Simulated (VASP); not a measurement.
# Na6H (Pm-3m) in VASP: notebook

One crystal, Na6H, is run at these levels: PBE; tasks: single point, relaxation of cell and atoms.

Program: VASP 6.6.1. These are calculated values, not measurements. Logs are shortened: lines on timing, memory, paths and dates and some standing lists are left out, and cuts for length are marked.

## 1. The cell of the first run

Symmetry: Pm-3m, No. 221, cubic system. Conventional cell: a = 8.195 Å, b = 8.195 Å, c = 8.195 Å, α = 90.00°, β = 90.00°, γ = 90.00°. Na (site symmetry 4mm) is surrounded by 5 Na at 3.24 to 3.50 Å.

The cell was built by a generator and needn't be a form met in nature.

## 2. Single point, PBE (species swapped into the SiB6 type (Pm-3m, No. 221))

The input, INCAR:

```
ALGO = Fast ; EDIFF = 1E-6
ENCUT = 520 ; GGA = PE
ISIF = 2 ; ISMEAR = 0
LASPH = T ; LCHARG = T
LELF = T ; LREAL = F
LVHAR = T ; LWAVE = F
NBANDS = 30 ; NELM = 100
PREC = Accurate ; SIGMA = 0.1
```

The input, KPOINTS:

```
k-points
0
Gamma
  4 4 4
```

The input, POSCAR:

```
Na6H
1.0
    8.1950448706      0.0000000000      0.0000000000
    0.0000000000      8.1950448706      0.0000000000
    0.0000000000      0.0000000000      8.1950448706
Na H
6 1
Direct
    0.1979454976      0.5000000000      0.5000000000
    0.5000000000      0.1979454976      0.5000000000
    0.8020545024      0.5000000000      0.5000000000
    0.5000000000      0.8020545024      0.5000000000
    0.5000000000      0.5000000000      0.1979454976
    0.5000000000      0.5000000000      0.8020545024
    0.0000000000      0.0000000000      0.0000000000
```

Potentials or basis: VASP PAW PBE potentials, release 64 (Na_pv, H).

Command:

```bash
cat potpaw_PBE.64/Na_pv/POTCAR potpaw_PBE.64/H/POTCAR > POTCAR
mpirun -np 1 vasp_std > vasp.out
```

OUTCAR:

```text
EDIFF = 1E-6
   ENCUT = 520
   GGA = PE
   ISIF = 2
   ISMEAR = 0
   LASPH = T
   LREAL = F
   NELM = 100
   PREC = Accurate

 ion  position               nearest neighbor table
   1  0.198  0.500  0.500-
   2  0.500  0.198  0.500-
   3  0.802  0.500  0.500-
   4  0.500  0.802  0.500-
   5  0.500  0.500  0.198-
   6  0.500  0.500  0.802-
   7  0.000  0.000  0.000-

  LATTYP: Found a simple cubic cell.
 ALAT       =     8.1950448706

  Lattice vectors:

 A1 = (   8.1950448706,   0.0000000000,   0.0000000000)
 A2 = (   0.0000000000,   8.1950448706,   0.0000000000)
 A3 = (   0.0000000000,   0.0000000000,   8.1950448706)

Analysis of symmetry for initial positions (statically):
=====================================================================
 Subroutine PRICEL returns:
 Original cell was already a primitive cell.

 Routine SETGRP: Setting up the symmetry group for a
 simple cubic supercell.

 Subroutine GETGRP returns: Found 48 space group operations
 (whereof 48 operations were pure point group operations)
 out of a pool of 48 trial point group operations.

The static configuration has the point symmetry O_h .

Analysis of symmetry for dynamics (positions and initial velocities):
=====================================================================
 Subroutine PRICEL returns:
 Original cell was already a primitive cell.

 Routine SETGRP: Setting up the symmetry group for a
 simple cubic supercell.

 Subroutine GETGRP returns: Found 48 space group operations
 (whereof 48 operations were pure point group operations)
 out of a pool of 48 trial point group operations.

The dynamic configuration has the point symmetry O_h .

 Subroutine INISYM returns: Found 48 space group operations
 (whereof 48 operations are pure point group operations),
 and found     1 'primitive' translations

----------------------------------------------------------------------------------------

                                     Primitive cell

[... 82 lines left out ...]
   LASPH  =      T    aspherical Exc in radial PAW
   ENCUT  =  520.0 eV  38.22 Ry    6.18 a.u.  15.24 15.24 15.24*2*pi/ulx,y,z
   NELM   =    100;   NELMIN=  2; NELMDL= -5     # of ELM steps
   EDIFF  = 0.1E-05   stopping-criterion for ELM
   LREAL  =      F    real-space projection
   EDIFFG = 0.1E-04   stopping-criterion for IOM
   NSW    =      0    number of steps for IOM
   IBRION =     -1    ionic relax: 0-MD 1-quasi-New 2-CG
   NFREE  =      0    steps in history (QN), initial steepest desc. (CG)
   ISIF   =      2    stress and relaxation
   ISYM   =      2    0-nonsym 1-usesym 2-fastsym
   POTIM  = 0.5000    time-step for ionic-motion
   TEBEG  =    0.0;   TEEND  =   0.0 temperature during run
   PSTRESS=    0.0 pullay stress
   NELECT =      43.0000    total number of electrons
   NUPDOWN=      -1.0000    fix difference up-down
   EMIN   =  10.00;   EMAX   =-10.00  energy-range for DOS
   EFERMI =   0.00;   METHOD = LEGACY
   ISMEAR =     0;   SIGMA  =   0.10  broadening in eV -4-tet -1-fermi 0-gaus
   EFERMI_NEDOS =   21; number of points for ismear=-14 and -15
   IALGO  =     68    algorithm
   IMIX   =      4    mixing-type and parameters
     AMIX     =   0.40;   BMIX     =  1.00
     AMIX_MAG =   1.60;   BMIX_MAG =  1.00
  volume/ion in A,a.u.               =      78.62       530.58
  Fermi-wavevector in a.u.,A,eV,Ry     =   0.699863  1.322549  6.664244  0.489808
  Thomas-Fermi vector in A             =   1.783858
   LORBIT       =      0    0 simple, 1 ext, 2 COOP (PROOUT), +10 PAW based schemes
   GGA     = PE    functional components
   LHFCALC =     F    Hartree Fock is set to
   AEXX    =    0.0000 exact exchange contribution
   IVDW    =     0    specifies the selected vdW correction
   LEPSILON=     F    determine dielectric tensor
   LRPA    =     F    only Hartree local field effects (RPA)
 non-spin polarized calculation
 RMM-DIIS sequential band-by-band and
 Gauss-broadening in eV      SIGMA  =   0.10
  energy-cutoff  :      520.00
  volume of cell :      550.37
 maximum number of plane-waves:     14868
 NGX is ok and might be reduce to    64
   NGX = 31   NGY = 31   NGZ = 31

 number of electron      43.0000013 magnetization

 Free energy of the ion-electron system (eV)
  ---------------------------------------------------
  ext. energy  EPLUGINS =         0.00000000
  ---------------------------------------------------
  free energy    TOTEN  =        -6.30818455 eV

  energy without entropy =       -6.24879400  energy(sigma->0) =       -6.27848927

 E-fermi :  -2.0765     XC(G=0):  -4.1156

 val. band max:       -2.1220878401   @ k =   0.5000   0.2500   0.0000
 cond. band min:      -2.0643149381   @ k =   0.5000   0.0000   0.0000
 fundamental gap:      0.0577729020
 Fermi energy:        -2.0764711293

 k-point     1 :       0.0000    0.0000    0.0000
  band No.  band energies     occupation
      1     -27.3771      2.00000
      2     -27.3475      2.00000
      3     -27.3475      2.00000
      4     -27.3472      2.00000
      5     -27.3472      2.00000
      6     -27.3472      2.00000
[... 319 lines left out ...]
     29       0.9767      0.00000
     30       1.8012      0.00000

------------------------ aborting loop because EDIFF is reached ----------------------------------------

  FORCE on cell =-STRESS in cart. coord.  units (eV):
  Direction    XX          YY          ZZ          XY          YZ          ZX
  --------------------------------------------------------------------------------------
  -------------------------------------------------------------------------------------
  Total        0.1670329      0.1670329      0.1670329      0.0000000      0.0000000     -0.0000000
  in kB        0.4862490      0.4862490      0.4862490      0.0000000      0.0000000     -0.0000000
  external PRESSURE =       0.4862490 kB  Pullay stress =       0.0000000 kB

 VOLUME and BASIS-vectors are now :
 -----------------------------------------------------------------------------
  energy-cutoff  :      520.00
  volume of cell :      550.37
      direct lattice vectors                 reciprocal lattice vectors
     8.195044871  0.000000000  0.000000000     0.122024957  0.000000000  0.000000000
     0.000000000  8.195044871  0.000000000     0.000000000  0.122024957  0.000000000
     0.000000000  0.000000000  8.195044871     0.000000000  0.000000000  0.122024957

 POSITION                                       TOTAL-FORCE (eV/Angst)
 -----------------------------------------------------------------------------------
      1.62217      4.09752      4.09752        -0.036166     -0.000000     -0.000000
      4.09752      1.62217      4.09752        -0.000000     -0.036166     -0.000000
      6.57287      4.09752      4.09752         0.036166      0.000000     -0.000000
      4.09752      6.57287      4.09752        -0.000000      0.036166      0.000000
      4.09752      4.09752      1.62217        -0.000000      0.000000     -0.036166
      4.09752      4.09752      6.57287        -0.000000     -0.000000      0.036166
      0.00000      0.00000      0.00000        -0.000000     -0.000000      0.000000
 -----------------------------------------------------------------------------------
    total drift:                                0.000000     -0.000000      0.000000

  FREE ENERGIE OF THE ION-ELECTRON SYSTEM (eV)
  ---------------------------------------------------
  free  energy   TOTEN  =        -6.3081845521 eV

  energy  without entropy=       -6.2487939965  energy(sigma->0) =       -6.27848927
```

It took 3.5 min on 1 thread of AMD EPYC 7R13 (Zen 3), shared host; peak memory 0.59 GiB.

Results:

| Quantity | Value |
| --- | --- |
| Free energy | -6.3082 eV |
| Pressure | 0.0 GPa |
| Largest force | 0.036 eV/Å |
| Band gap on the k mesh | none (metal or under the smearing width) |

Forces on the atoms (eV/Å):
```
Na  -0.036  0.000  0.000
Na   0.000 -0.036  0.000
Na   0.036  0.000  0.000
Na   0.000  0.036  0.000
Na   0.000  0.000 -0.036
Na   0.000  0.000  0.036
H    0.000  0.000  0.000
```

Levels at points of the mesh, in eV from the Fermi level:
```
           k point  band 20  band 21  band 22  band 23  band 24  band 25
(0.00, 0.00, 0.00)    -0.12     0.60     0.60     0.60     0.65     0.65
(0.50, 0.00, 0.00)    -0.60     0.01     0.71     0.73     0.73     1.05
(0.50, 0.50, 0.00)    -0.43    -0.43    -0.14     0.87     0.95     1.54
(0.50, 0.50, 0.50)    -0.34    -0.34    -0.34    -0.11     1.45     1.45
```

## 3. Relaxation of cell and atoms, PBE (species swapped into the SiB6 type (Pm-3m, No. 221))

The input, INCAR:

```
  PREC = Accurate
  ENCUT = 600
  EDIFF = 1E-7
  ISMEAR = 0
  SIGMA = 0.1
  LREAL = False
  LASPH = True
  NELM = 100
  ALGO = Normal
  ISIF = 3
  LWAVE = False
  LCHARG = False
  GGA = PE
  IBRION = 2
  NSW = 90
  EDIFFG = -0.04
```

The input, KPOINTS:

```
regular mesh
0
Gamma
  4 4 4
```

The input, POSCAR:

```
Na6H
1.0
    5.3082163600      0.0000000000      0.0000000000
    0.0000000000      5.3082163600      0.0000000000
    0.0000000000      0.0000000000      5.3082163600
Na H
6 1
Direct
    0.2099999900      0.5000000000      0.5000000000
    0.5000000000      0.2099999900      0.5000000000
    0.7900000100      0.5000000000      0.5000000000
    0.5000000000      0.7900000100      0.5000000000
    0.5000000000      0.5000000000      0.2099999900
    0.5000000000      0.5000000000      0.7900000100
    0.0000000000      0.0000000000      0.0000000000
```

Potentials or basis: VASP PAW PBE potentials, release 64 (Na_pv, H).

Command:

```bash
cat potpaw_PBE.64/Na_pv/POTCAR potpaw_PBE.64/H/POTCAR > POTCAR
mpirun -np 1 vasp_std > vasp.out
```

OUTCAR:

```text
PREC = Accurate
   ENCUT = 600
   EDIFF = 1E-7
   ISMEAR = 0
   LREAL = False
   LASPH = True
   NELM = 100
   ISIF = 3
   GGA = PE
   IBRION = 2
   NSW = 90
   EDIFFG = -0.04

 ion  position               nearest neighbor table
   1  0.210  0.500  0.500-   2 2.18   4 2.18   5 2.18   6 2.18   3 2.23
   2  0.500  0.210  0.500-   1 2.18   3 2.18   5 2.18   6 2.18   4 2.23
   3  0.790  0.500  0.500-   2 2.18   4 2.18   5 2.18   6 2.18   1 2.23
   4  0.500  0.790  0.500-   1 2.18   3 2.18   5 2.18   6 2.18   2 2.23
   5  0.500  0.500  0.210-   1 2.18   2 2.18   3 2.18   4 2.18   6 2.23
   6  0.500  0.500  0.790-   1 2.18   2 2.18   3 2.18   4 2.18   5 2.23
   7  0.000  0.000  0.000-

  LATTYP: Found a simple cubic cell.
 ALAT       =     5.3082163600

  Lattice vectors:

 A1 = (   5.3082163600,   0.0000000000,   0.0000000000)
 A2 = (   0.0000000000,   5.3082163600,   0.0000000000)
 A3 = (   0.0000000000,   0.0000000000,   5.3082163600)

Analysis of symmetry for initial positions (statically):
=====================================================================
 Subroutine PRICEL returns:
 Original cell was already a primitive cell.

 Routine SETGRP: Setting up the symmetry group for a
 simple cubic supercell.

 Subroutine GETGRP returns: Found 48 space group operations
 (whereof 48 operations were pure point group operations)
 out of a pool of 48 trial point group operations.

[... 157 lines left out ...]
  free energy    TOTEN  =         6.16252678 eV

  energy without entropy =        6.17381111  energy(sigma->0) =        6.16816894

 E-fermi :   1.9092     XC(G=0):  -7.5794

 val. band max:        1.8424767323   @ k =   0.5000   0.2500   0.2500
 cond. band min:       1.9945735907   @ k =   0.2500   0.0000   0.0000
 fundamental gap:      0.1520968584
 Fermi energy:         1.9092191194

 k-point     1 :       0.0000    0.0000    0.0000
  band No.  band energies     occupation
      1     -27.3272      2.00000
      2     -26.3096      2.00000
      3     -26.3096      2.00000
      4     -26.3096      2.00000
      5     -26.1591      2.00000
      6     -26.1591      2.00000
[... 385 lines left out ...]
  FREE ENERGIE OF THE ION-ELECTRON SYSTEM (eV)
  ---------------------------------------------------
  free  energy   TOTEN  =        -2.7113766842 eV

  energy  without entropy=       -2.6875892443  energy(sigma->0) =       -2.69948296

[... ionic steps 4 to 11 ...]

--------------------------------------- Ionic step       12  -------------------------------------------

 number of electron      43.0000232 magnetization

------------------------ aborting loop because EDIFF is reached ----------------------------------------
[... 77 lines left out ...]
--------------------------------------- Ionic step       14  -------------------------------------------

 number of electron      42.9999793 magnetization

 Free energy of the ion-electron system (eV)
  ---------------------------------------------------
  ext. energy  EPLUGINS =         0.00000000
  ---------------------------------------------------
  free energy    TOTEN  =        -6.02068980 eV

  energy without entropy =       -5.97216968  energy(sigma->0) =       -5.99642974

 E-fermi :  -1.8948     XC(G=0):  -4.4162

 val. band max:       -1.9484749512   @ k =   0.5000   0.2500   0.0000
 cond. band min:      -1.8669140137   @ k =   0.5000   0.0000   0.0000
 fundamental gap:      0.0815609375
 Fermi energy:        -1.8947805663

 k-point     1 :       0.0000    0.0000    0.0000
  band No.  band energies     occupation
      1     -27.2281      2.00000
      2     -27.1890      2.00000
      3     -27.1890      2.00000
      4     -27.1675      2.00000
      5     -27.1675      2.00000
      6     -27.1675      2.00000
[... 303 lines left out ...]
  FREE ENERGIE OF THE ION-ELECTRON SYSTEM (eV)
  ---------------------------------------------------
  free  energy   TOTEN  =        -6.0206898026 eV

  energy  without entropy=       -5.9721696764  energy(sigma->0) =       -5.99642974

 reached required accuracy - stopping structural energy minimisation
```

CONTCAR:

```text
Na6H
   1.00000000000000
     7.8333452973524551    0.0000000000000000   -0.0000000000000000
     0.0000000000000000    7.8333452973524551   -0.0000000000000000
     0.0000000000000000    0.0000000000000000    7.8333452973524551
  Na              H
     6     1
Direct
     0.1932706100903567    0.5000000000000000    0.5000000000000000
     0.5000000000000000    0.1932706100903567    0.5000000000000000
     0.8067293899096432    0.5000000000000000    0.5000000000000000
     0.5000000000000000    0.8067293899096432    0.5000000000000000
     0.5000000000000000    0.5000000000000000    0.1932706100903567
     0.5000000000000000    0.5000000000000000    0.8067293899096432
     0.0000000000000000    0.0000000000000000    0.0000000000000000

  0.00000000E+00  0.00000000E+00  0.00000000E+00
  0.00000000E+00  0.00000000E+00  0.00000000E+00
  0.00000000E+00  0.00000000E+00  0.00000000E+00
  0.00000000E+00  0.00000000E+00  0.00000000E+00
  0.00000000E+00  0.00000000E+00  0.00000000E+00
  0.00000000E+00  0.00000000E+00  0.00000000E+00
  0.00000000E+00  0.00000000E+00  0.00000000E+00
```

It took 6.3 min on 1 thread of Intel Xeon Platinum 8488C (Sapphire Rapids), shared host; peak memory 0.27 GiB.

Results:

```
Free energy                            : -6.0207 eV
Relaxed volume                         : 68.67 Å³/atom
Relaxed cell                           : a = 7.833 Å, b = 7.833 Å, c = 7.833 Å, α = 90.00°, β = 90.00°, γ = 90.00°
Space group after relaxing (to 0.05 Å) : Pm-3m (No. 221)
Energy gained by relaxing              : 1740.5 meV/atom
Ionic steps                            : 14
Pressure after relaxing                : 0.0 GPa
Largest force after relaxing           : 0.011 eV/Å
Band gap on the k mesh                 : none (metal or under the smearing width)
```

Forces in eV/Å, atoms in the order of the input:
```
Na   0.011  0.000  0.000
Na   0.000  0.011  0.000
Na  -0.011  0.000  0.000
Na   0.000 -0.011  0.000
Na   0.000  0.000  0.011
Na   0.000  0.000 -0.011
H    0.000  0.000  0.000
```

Step by step:
```csv
step,energy change (eV),largest force (eV/Å),pressure (GPa),volume (Å³)
1,0.0000,5.2612,26.20,149.57
2,-8.8279,1.6823,5.46,238.69
3,-8.8739,2.0031,4.93,247.30
4,-8.7863,2.6336,4.13,265.15
5,-10.8969,1.1422,1.71,334.04
6,-11.8420,0.5079,0.75,408.10
7,-11.6886,0.0213,-1.62,587.51
8,-12.1414,0.2021,0.17,463.44
9,-12.1680,0.1278,-0.09,486.14
10,-12.1661,0.1445,-0.03,480.82
11,-12.1708,0.1190,0.05,474.79
12,-12.1718,0.0980,0.10,470.40
13,-12.1780,0.0649,0.06,473.93
14,-12.1832,0.0110,0.00,480.66
```

Final structure:
```
CELL_PARAMETERS angstrom
7.83335 0.00000 0.00000
0.00000 7.83335 0.00000
0.00000 0.00000 7.83335
ATOMIC_POSITIONS crystal
Na 0.19327 0.50000 0.50000
Na 0.50000 0.19327 0.50000
Na 0.80673 0.50000 0.50000
Na 0.50000 0.80673 0.50000
Na 0.50000 0.50000 0.19327
Na 0.50000 0.50000 0.80673
H 0.00000 0.00000 0.00000
```

Caveat: the volume moved by over 15 % at a fixed basis, so the end points are rough.
